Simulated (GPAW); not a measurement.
# LiF (P6_3mc) in GPAW: convergence with plane-wave cutoff (eV)

Aim: find how far plane-wave cutoff (eV) must go before the results for LiF settle, at PBE. This setting moves, with any that are tied to it; all else stays.

Everything below comes from runs of GPAW 26.7.0. Logs are shortened: lines on timing, memory, paths and dates and some standing lists are left out, and cuts for length are marked. The log counts tension as positive stress, the text compression.

### Step 1. The structure

The structure is hexagonal, space group P6_3mc (No. 186). The conventional cell has a = 3.061 Å, b = 3.061 Å, c = 4.807 Å, α = 90.00°, β = 90.00°, γ = 120.00°. F (site symmetry 3m) is surrounded by 4 Li at 1.85 to 1.86 Å. Around Li (site symmetry 3m) lie 4 F at 1.85 to 1.86 Å.

Measurements of this composition are mostly on another form, of space group No. 225.

### Step 2. With plane-wave cutoff (eV) 300

run.py

```python
from ase import Atoms
from ase.dft.bandgap import bandgap
from ase.io import write
from ase.units import GPa
from gpaw import GPAW, PW

atoms = Atoms(['F', 'F', 'Li', 'Li'],
              cell=[[3.0609398175, 0.0, 0.0],
                    [-1.5304699087, 2.6508516414, 0.0],
                    [0.0, 0.0, 4.80732457]],
              scaled_positions=[[0.6666666667, 0.3333333333, 0.49384374],
                                [0.3333333333, 0.6666666667, 0.99384374],
                                [0.6666666667, 0.3333333333, 0.88115426],
                                [0.3333333333, 0.6666666667, 0.38115426]],
              pbc=True)

calc = GPAW(mode=PW(300),
            xc='PBE',
            kpts={'size': (6, 6, 4), 'gamma': True},
            occupations={'name': 'fermi-dirac', 'width': 0.05},
            nbands=18,
            convergence={'density': 1e-05, 'energy': 1e-05},
            maxiter=100,
            txt='gpaw.txt')
atoms.calc = calc
energy = atoms.get_potential_energy()
forces = atoms.get_forces()
stress = atoms.get_stress()
calc.write('gs.gpw')
write('result.traj', atoms)
print(f'Energy: {energy:.6f} eV')
print('Forces (eV/A):')
print(forces.round(4))
print('Stress (GPa):', (stress / GPa).round(3))
print('Fermi level:', round(calc.get_fermi_level(), 4), 'eV')
print(f'Gap: {bandgap(calc)[0]:.4f} eV, direct: {bandgap(calc, direct=True)[0]:.4f} eV')
```

Potentials or basis: GPAW PAW data sets (gpaw-data 1.2.1), pw.

On the command line:

```sh
$ OMP_NUM_THREADS=1 python run.py
```

gpaw.txt:

```text
__  _  _
 | _ |_)|_||  |
 |__||  | ||/\| - 26.7.0

Input parameters:
  mode=PW(ecut=300.0),
  convergence={'density': 1e-05, 'energy': 1e-05},
  kpts=MonkhorstPack(size=(6, 6, 4), gamma=True),
  maxiter=100,
  nbands=18,
  occupations=Occupations(name='fermi-dirac', width=0.05),
  xc=XC(name='PBE')

Diagonalizing LCAO Hamiltonian
Converting LCAO to pw mode

        F
           Li

           F
        Li

Atoms  # Å, Bohr magnetons
|   | symbol |         x |        y |        z |    initial magnetic moments |
|---|--------|-----------|----------|----------|-----------------------------|
| 0 |      F |  1.530470 | 0.883617 | 2.374067 | ( 0.0000,  0.0000,  0.0000) |
| 1 |      F | -0.000000 | 1.767234 | 4.777729 | ( 0.0000,  0.0000,  0.0000) |
| 2 |     Li |  1.530470 | 0.883617 | 4.235995 | ( 0.0000,  0.0000,  0.0000) |
| 3 |     Li | -0.000000 | 1.767234 | 1.832332 | ( 0.0000,  0.0000,  0.0000) |

Unit cell  # Å
| periodic |         x |        y |        z |  lengths |     angles |
|----------|-----------|----------|----------|----------|------------|
|      yes |  3.060940 | 0.000000 | 0.000000 | 3.060940 |  90.000000 |
|      yes | -1.530470 | 2.650852 | 0.000000 | 3.060940 |  90.000000 |
|      yes |  0.000000 | 0.000000 | 4.807325 | 4.807325 | 120.000000 |

Number of symmetries: 6
Symmetry operations  # r_c * U_cc + t_c -> r_c
|   | kind |            matrix            |
|---|------|------------------------------|
| 0 |  σ   |  1, 1, 0,  0,-1, 0,  0, 0, 1 |
| 1 |  E   |  1, 0, 0,  0, 1, 0,  0, 0, 1 |
| 2 |  C3  |  0, 1, 0, -1,-1, 0,  0, 0, 1 |
| 3 |  σ   |  0,-1, 0, -1, 0, 0,  0, 0, 1 |
| 4 |  σ   | -1, 0, 0,  1, 1, 0,  0, 0, 1 |
| 5 |  C3  | -1,-1, 0,  1, 0, 0,  0, 0, 1 |

BZ-sampling:
  Number of BZ points: 144
  Number of IBZ points: 24

  Monkhorst-Pack size: [6, 6, 4]
  Monkhorst-Pack shift: [0.08333333333333333, 0.08333333333333333, 0.125]

K-points  # in reciprocal-cell coordinates
|     |                                coordinates |     weight |
|-----|--------------------------------------------|------------|
|   0 | (  0.00000000,   0.00000000,   0.00000000) | 0.00694444 |
|   1 | (  0.00000000,   0.00000000,   0.25000000) | 0.01388889 |
|   2 | (  0.00000000,   0.00000000,   0.50000000) | 0.00694444 |
|   3 | (  0.16666667,   0.00000000,  -0.25000000) | 0.04166667 |
|   4 | (  0.16666667,   0.00000000,   0.00000000) | 0.04166667 |
|   5 | (  0.16666667,   0.00000000,   0.25000000) | 0.04166667 |
|   6 | (  0.16666667,   0.00000000,   0.50000000) | 0.04166667 |
|   7 | (  0.33333333,  -0.16666667,   0.00000000) | 0.04166667 |
|   8 | (  0.33333333,  -0.16666667,   0.25000000) | 0.08333333 |
|   9 | (  0.33333333,  -0.16666667,   0.50000000) | 0.04166667 |
| ... |                                            |            |
|  23 | (  0.50000000,   0.50000000,   0.50000000) | 0.02083333 |

Plane wave coefficients: 494
Cutoff: 300.0 eV

Spin-components: 1 (collinear spins)
Bands:           18
Projectors:      16
Spin-degeneracy: 2
Datatype:        complex128

Parallelization:
  kpt:    1
  domain: 1
  band:   1

Density:
  Valence electrons: 16.0
  Components: 1
  Grid points: [14 14 20]
  Charge: 0.0  # |e|

Potential:
  Grid points: [14 14 20]

species:
  F:
    name:    Fluorine
    Z:       9.0
    valence: 7
    core:    2
    charge:  0.0  # [|e|]
    compensation charges:
      type: gauss
      rc: 0.20  # [Å]
      lmax: 2
    cutoffs:
      filter: 1.14  # [Å]
      core: 0.74  # [Å]
    projectors
    | kind |    occ | energy [eV] | rcut [Å] |
    |------|--------|-------------|----------|
    |   2s |  2.000 |     -29.898 |    0.635 |
    |   2p |  5.000 |     -11.110 |    0.635 |
    |    s |        |      -2.687 |    0.635 |
    |    p |        |      16.102 |    0.635 |
    |    d |        |       0.000 |    0.635 |

    Using partial waves for F as LCAO basis

  Li:
    name:    Lithium
    Z:       3.0
    valence: 1
    core:    2
    charge:  0.0  # [|e|]
    compensation charges:
      type: gauss
      rc: 0.33  # [Å]
      lmax: 2
    cutoffs:
      filter: 1.91  # [Å]
      core: 2.55  # [Å]
    projectors
    | kind |    occ | energy [eV] | rcut [Å] |
    |------|--------|-------------|----------|
    |   2s |  1.000 |      -2.874 |    1.058 |
    |   2p |  0.000 |      -1.090 |    1.058 |
    |    s |        |      24.337 |    1.058 |

    Using partial waves for Li as LCAO basis

Reference energy: -5833.737211  # eV

eigensolver:
  PPCG
  Converge bands: occupied
  niter=2

density mixing:
  MSR1-Mixer
  Pratt-step length: 0.05
  Maximum mixing coefficient: 0.75
  Old densities: 10
  SVD Regularization: 0.005
  Good broyden scale: 1.0
  Trust region scale: 1.0
  Backstep threshold: 4.0
  History deletion threshold: 6.0
  Fourier metric: weight=20.0, sigma=0.015

occupation numbers:
  Fermi-Dirac:
    width: 0.0500  # eV

poisson solver:
  ecut: 2400.0  # eV

xc functional:
  name: PBE with 2 nearest neighbor stencil

convergence criteria:
- Maximum integral of absolute [dens]ity change: 1e-05 electrons / valence electron
- Maximum [total energy] change in last 3 cyles: 1e-05 eV / valence electron
- Maximum integral of absolute [eigenst]ate change: 4e-08 eV^2 / valence electron
maximum number of iterations: 100

SCF iterations
|iter     | |      energy | eigst |  dens |
|---------|-|-------------|-------|-------|
|iter:   1| |   -4.447971 | -0.52 |       |
|iter:   2| |   -4.385390 | -3.53 | -0.92 |
|iter:   3| |   -4.082992 | -2.57 | -0.94 |
|iter:   4| |   -4.081849 | -3.37 | -1.48 |
|iter:   5| |   -4.081924 | -4.67 | -2.51 |
|iter:   6| |   -4.082146 | -6.20 | -2.88 |
|iter:   7| |   -4.082200 | -6.54 | -3.27 |
|iter:   8| |   -4.082200c| -7.63c| -4.66 |
|iter:   9| |   -4.082200c| -8.41c| -5.12c|

Converged in 9 steps
Energy contributions relative to reference atoms: (reference = -5833.737211)

Energy contributions:
  Kinetic:         -44.754953
  Coulomb:          55.284755
  Zero:              0.725325
  External:          0.000000
  Xc:              -15.337327
  Entropy:          -0.000000
  Spinorbit:         0.000000
  ----------------------------
  Free energy:      -4.082200
  Extrapolated:     -4.082200

dipole moment: (0.000003, 0.000004, 15.148140)  # |e|*Ang

Fermi level: 0.673
Eigenvalues  # (at kpt = [0.000, 0.000, 0.000])
| band index |      eig [eV] | occ [0-2] |
|------------|---------------|-----------|
|          0 |       -22.863 |     2.000 |
|          1 |       -22.620 |     2.000 |
|          2 |        -4.156 |     2.000 |
|          3 |        -2.339 |     2.000 |
|          4 |        -2.337 |     2.000 |
|          5 |        -2.318 |     2.000 |
[... 8 lines left out ...]
|         14 |        17.982 |     0.000 |
|         15 |        18.601 |     0.000 |
|        ... |               |           |
|         17 |        22.742 |     0.000 |

Gap: 7.619 eV
Transition (v -> c):
  (s=0, k=5, n=7, [0.17, 0.00, 0.25]) -> (s=0, k=0, n=8, [0.00, 0.00, 0.00])
Direct/indirect transitions are different
Direct gap: 7.639 eV
Transition at: (s=0, k=0, n=7, [0.00, 0.00, 0.00])

Forces  # eV/Ang
|        x |       y |       z |
|----------|---------|---------|
|  0.00000 | 0.00000 | 0.01472 |  # F    0
| -0.00000 | 0.00000 | 0.01472 |  # F    1
| -0.00000 | 0.00000 | 0.00412 |  # Li   2
|  0.00000 | 0.00000 | 0.00412 |  # Li   3

Stress tensor  # eV/Ang^3
|         x |         y |         z |
|-----------|-----------|-----------|
|  1.292227 | -0.000000 | -0.000000 |
| -0.000000 |  1.292227 |  0.000000 |
| -0.000000 |  0.000000 |  1.295948 |

# Writing to gs.gpw (mode='')
```

Run time: 4 s. Hardware: 1 thread of Arm Neoverse V2, shared host; peak memory 0.12 GiB.

What came out:

- Free energy: -4.0822 eV
- Pressure: -207.2 GPa
- Largest force: 0.015 eV/Å
- Band gap on the k mesh: 7.62 eV, indirect (least direct gap 7.64 eV)

### Step 3. With plane-wave cutoff (eV) 350

Changes to run.py since step 2:

```diff
@@ -16,3 +16,3 @@
 
-calc = GPAW(mode=PW(300),
+calc = GPAW(mode=PW(350),
             xc='PBE',
```

Potentials or basis: GPAW PAW data sets (gpaw-data 1.2.1), pw.

On the command line:

```sh
$ OMP_NUM_THREADS=1 python run.py
```

Wall time 5 s (1 thread of Arm Neoverse V2, shared host); peak memory 0.13 GiB.

Results:

```yaml
Free_energy: -13.0537 eV
Pressure: -102.9 GPa
Largest_force: 0.233 eV/Å
Band_gap_on_the_k_mesh: 7.94 eV, direct
```

### Step 4. With plane-wave cutoff (eV) 400

Changes to run.py since step 3:

```diff
@@ -16,3 +16,3 @@
 
-calc = GPAW(mode=PW(350),
+calc = GPAW(mode=PW(400),
             xc='PBE',
```

On the command line:

```sh
$ OMP_NUM_THREADS=1 python run.py
```

Wall time 5.4 s (1 thread of Arm Neoverse V2, shared host); peak memory 0.13 GiB.

What came out:

```yaml
Free_energy: -16.7950 eV
Pressure: -44.8 GPa
Largest_force: 0.015 eV/Å
Band_gap_on_the_k_mesh: 7.77 eV, direct
```

### Step 5. With plane-wave cutoff (eV) 500

Changes to run.py since step 4:

```diff
@@ -16,3 +16,3 @@
 
-calc = GPAW(mode=PW(400),
+calc = GPAW(mode=PW(500),
             xc='PBE',
```

On the command line:

```sh
$ OMP_NUM_THREADS=1 python run.py
```

Wall time 6 s (1 thread of Arm Neoverse V2, shared host); peak memory 0.14 GiB.

Results:

- Free energy: -18.7869 eV
- Pressure: -0.6 GPa
- Largest force: 0.043 eV/Å
- Band gap on the k mesh: 7.89 eV, direct

### Step 6. With plane-wave cutoff (eV) 600

Changes to run.py since step 5:

```diff
@@ -16,3 +16,3 @@
 
-calc = GPAW(mode=PW(500),
+calc = GPAW(mode=PW(600),
             xc='PBE',
```

Potentials or basis: GPAW PAW data sets (gpaw-data 1.2.1), pw.

On the command line:

```sh
$ OMP_NUM_THREADS=1 python run.py
```

Run time: 9.2 s. Hardware: 1 thread of Arm Neoverse V2, shared host; peak memory 0.14 GiB.

The run converged. Its results:

| Property | Result |
| --- | --- |
| Free energy | -18.9414 eV |
| Pressure | 6.0 GPa |
| Largest force | 0.007 eV/Å |
| Band gap on the k mesh | 7.90 eV, direct |

### Step 7. With plane-wave cutoff (eV) 700

Changes to run.py since step 6:

```diff
@@ -16,3 +16,3 @@
 
-calc = GPAW(mode=PW(600),
+calc = GPAW(mode=PW(700),
             xc='PBE',
```

On the command line:

```sh
$ OMP_NUM_THREADS=1 python run.py
```

Wall time 9.6 s (1 thread of Arm Neoverse V2, shared host); peak memory 0.15 GiB.

It converged, with:

```yaml
Free_energy: -18.9648 eV
Pressure: 5.4 GPa
Largest_force: 0.004 eV/Å
Band_gap_on_the_k_mesh: 7.90 eV, direct
```

### Step 8. With plane-wave cutoff (eV) 800

Changes to run.py since step 7:

```diff
@@ -16,3 +16,3 @@
 
-calc = GPAW(mode=PW(700),
+calc = GPAW(mode=PW(800),
             xc='PBE',
```

On the command line:

```sh
$ OMP_NUM_THREADS=1 python run.py
```

It took 9.4 s on 1 thread of Arm Neoverse V2, shared host; peak memory 0.16 GiB.

It converged, with:

| Item | Value |
| --- | --- |
| Free energy | -19.0290 eV |
| Pressure | 4.6 GPa |
| Largest force | 0.003 eV/Å |
| Band gap on the k mesh | 7.89 eV, direct |

### Step 9. With plane-wave cutoff (eV) 1000

Changes to run.py since step 8:

```diff
@@ -16,3 +16,3 @@
 
-calc = GPAW(mode=PW(800),
+calc = GPAW(mode=PW(1000),
             xc='PBE',
```

Potentials or basis: GPAW PAW data sets (gpaw-data 1.2.1), pw.

On the command line:

```sh
$ OMP_NUM_THREADS=1 python run.py
```

Wall time 17 s (1 thread of Arm Neoverse V2, shared host); peak memory 0.18 GiB.

Results (log left out):

```
Free energy            : -19.1544 eV
Pressure               : 5.1 GPa
Largest force          : 0.004 eV/Å
Band gap on the k mesh : 7.90 eV, direct
```

### Step 10. With plane-wave cutoff (eV) 1200

Changes to run.py since step 9:

```diff
@@ -16,3 +16,3 @@
 
-calc = GPAW(mode=PW(1000),
+calc = GPAW(mode=PW(1200),
             xc='PBE',
```

On the command line:

```sh
$ OMP_NUM_THREADS=1 python run.py
```

Run time: 19 s. Hardware: 1 thread of Arm Neoverse V2, shared host; peak memory 0.2 GiB.

The run converged. Its results:

```yaml
Free_energy: -19.2031 eV
Pressure: 5.9 GPa
Largest_force: 0.004 eV/Å
Band_gap_on_the_k_mesh: 7.90 eV, direct
```

### Step 11. The series at a glance

```tsv
plane-wave cutoff (eV)	energy less the tightest run, at zero smearing (meV/atom)	pressure (GPa)	largest force (eV/Å)	gap on the mesh (eV)	SCF cycles	CPU time (s)	peak memory (GiB)
300	3780.23	-207.24	0.015	7.619	9	4	0.12
350	1537.36	-102.92	0.233	7.936	10	5	0.13
400	602.02	-44.78	0.015	7.775	9	5.4	0.13
500	104.05	-0.55	0.043	7.895	10	5.9	0.14
600	65.44	6.03	0.007	7.895	10	9.2	0.14
700	59.57	5.40	0.004	7.895	10	9.6	0.15
800	43.52	4.64	0.003	7.894	10	9.4	0.16
1000	12.17	5.09	0.004	7.898	10	17	0.18
1200	0.00	5.88	0.004	7.899	10	19	0.2
```

Against the tightest run, the largest force stays within 0.005 eV/Å from 600 on; the gap on the mesh stays within 0.01 eV from 500 on. Not settled before the last step: the energy (to 1 meV/atom), the pressure (to 0.1 GPa). The tightest run that finished is the yardstick and may itself not be fully converged.
